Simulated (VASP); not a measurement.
A run of VASP 6.6.1:

INCAR

```
SYSTEM = PbS
PREC = Accurate
ENCUT = 520
EDIFF = 1E-7
ISMEAR = 0
SIGMA = 0.15
LREAL = .False.
LASPH = .True.
NELM = 100
ALGO = Fast
ISIF = 2
LWAVE = .False.
LCHARG = .False.
GGA = CA
NBANDS = 17
```

Contents of KPOINTS:

```
regular mesh
0
Gamma
  14 14 14
  0 0 0
```

POSCAR

```
PbS
1.0
    3.6536590000      0.0000000000      0.0000000000
    0.0000000000      3.6536590000      0.0000000000
    0.0000000000      0.0000000000      3.6536590000
Pb S
1 1
Direct
    0.0000000000      0.0000000000      0.0000000000
    0.5000000000      0.5000000000      0.6026368361
```

Potentials or basis: VASP PAW LDA potentials, release 64 (Pb_d, S).

Launch:

```console
$ cat potpaw_LDA.64/Pb_d/POTCAR potpaw_LDA.64/S/POTCAR > POTCAR
$ mpirun -np 1 vasp_std > vasp.out
```

Hardware: 1 thread of Intel(R) Xeon(R) 6975P-C (Granite Rapids), with other jobs on the host.

Estimate the wall time of this run.

Run time: 86 s on 1 thread of Intel(R) Xeon(R) 6975P-C (Granite Rapids), with other jobs on the host, peak memory 0.32 GiB. Counts: scf iterations 15, k points 288.
